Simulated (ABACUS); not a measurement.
## Al: equation of state with LDA-PW92

**Experimental background.**

“The interpretation of polycrystalline coherent inelastic neutron scattering from aluminium”, 2013, pmc:3831299 quotes, for a bulk crystal of Al: bulk modulus 76.9 GPa.

Crystal: Al.

```
Al
1.0
     0.00000    2.02481    2.02481
     2.02481    0.00000    2.02481
     2.02481    2.02481    0.00000
Al
1
Direct
  0.00000 0.00000 0.00000
```

```json
{
  "Program": "ABACUS 3.10.1",
  "Task": "equation of state",
  "Functional": "LDA-PW92",
  "Potentials or basis": "GBRV ultrasoft 1.5 LDA",
  "Cutoff": "544 eV",
  "Density cutoff": "4354 eV",
  "Basis": "plane waves",
  "k mesh": "9 × 9 × 9",
  "Occupations": "fermi-dirac, width 0.05 eV",
  "Spin": "no spin polarisation"
}
```

The equilibrium volume is 15.87 Å³/atom. The bulk modulus is 85 GPa and the pressure derivative of the bulk modulus is 4.3.

Energy against volume, from the lowest point:
```
volume (Å³/atom)  energy (meV/atom)
          15.607               1.12
          15.939               0.00
          16.271               2.46
          16.603               8.14
          16.935              16.71
          17.267              27.87
          17.599              41.32
```

All runs of the series together: 20 s on 4 threads of Intel(R) Xeon(R) Platinum 8259CL CPU @ 2.50GHz (Skylake/Cascade Lake), with other jobs on the host.

Against the measured bulk modulus of Al, 76.9 GPa (quoted in “The interpretation of polycrystalline coherent inelastic neutron scattering from aluminium”, 2013, pmc:3831299), the calculated 85 GPa is off by +10.3 %. The fit is for a static lattice scaled at fixed shape and fixed fractional positions. The cell as given is a measured one (16.60 Å³/atom); LDA-PW92 puts the equilibrium volume -4.4 % from it, thermal expansion not counted.
